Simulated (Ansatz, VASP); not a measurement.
MgO: VASP beside Ansatz

Contents of INCAR:

```
PREC = Accurate
ENCUT = 520
EDIFF = 1E-6
ISMEAR = 0
SIGMA = 0.05
LREAL = False
LASPH = True
NELM = 60
ALGO = Normal
ISIF = 2
LWAVE = False
LCHARG = True
GGA = PS
LELF = True
LVHAR = True
NBANDS = 16
```

The input KPOINTS:

```
Automatic mesh
0
Gamma
  9 9 6
```

File POSCAR:

```
MgO
1.0
    3.6113000000      0.0000000000      0.0000000000
   -1.8056500000      3.1274775407      0.0000000000
    0.0000000000      0.0000000000      3.9850000000
Mg O
2 2
Direct
    0.6666666667      0.3333333333      0.7500000000
    0.3333333333      0.6666666667      0.2500000000
    0.6666666667      0.3333333333      0.2500000000
    0.3333333333      0.6666666667      0.7500000000
```

Input for Ansatz:

```yaml
crystal:
  lattice:
    - [3.6113, 0.0, 0.0]
    - [-1.80565, 3.1274775407, 0.0]
    - [0.0, 0.0, 3.985]
  atoms:
    - { symbol: Mg, position: [0.6666666667, 0.3333333333, 0.75] }
    - { symbol: Mg, position: [0.3333333333, 0.6666666667, 0.25] }
    - { symbol: O, position: [0.6666666667, 0.3333333333, 0.25] }
    - { symbol: O, position: [0.3333333333, 0.6666666667, 0.75] }
basis:
  ecutwfc: 520.0
kpoints:
  mp_grid: { grid: [9, 9, 6] }
hamiltonian:
  xc: pbesol
  pseudopotentials: { kind: paw, azcp: { folder: soft_1 } }
scf:
  occupations: { method: gaussian, width: 0.05 }
output:
  forces: true
  stress: true
  eigenvalues: true
  write_density: true
  write_potential: true
  elf: true
  volumetric_format: npy
```

Alike in both runs: task single point; functional PBEsol; k mesh 9 × 9 × 6; occupations gaussian, width 0.05 eV; no spin polarisation.

|  | VASP | Ansatz |
| --- | --- | --- |
| version | VASP 6.6.1 | Ansatz 0.2.0 |
| potentials or method | VASP PAW PBE potentials, release 64 (Mg, O) | scalar-relativistic, plane waves, PAW |
| plane-wave cutoff (eV) | 520 | 520 |
| valence electrons in the cell | 16 | 32 |

```csv
,VASP,Ansatz,Ansatz less VASP
gap on the k mesh at the Fermi level (eV),3.31,3.32,+0.008
least direct gap on the mesh (eV),3.31,3.32,+0.008
pressure (GPa),0.2,0.6,+0.41
largest component of the traceless stress (GPa),10.83,10.79,-0.040
```

The functional is the same, so the differences come from potentials, cutoffs and numerics. The two sets of potentials don't hold the same shells in valence. Ansatz warned: «pseudo_functional_mismatch».

Caveats: the PAW data sets were made with another functional, which shifts forces and pressure a little (VASP). As with any semilocal functional, this PBEsol gap is likely too small.
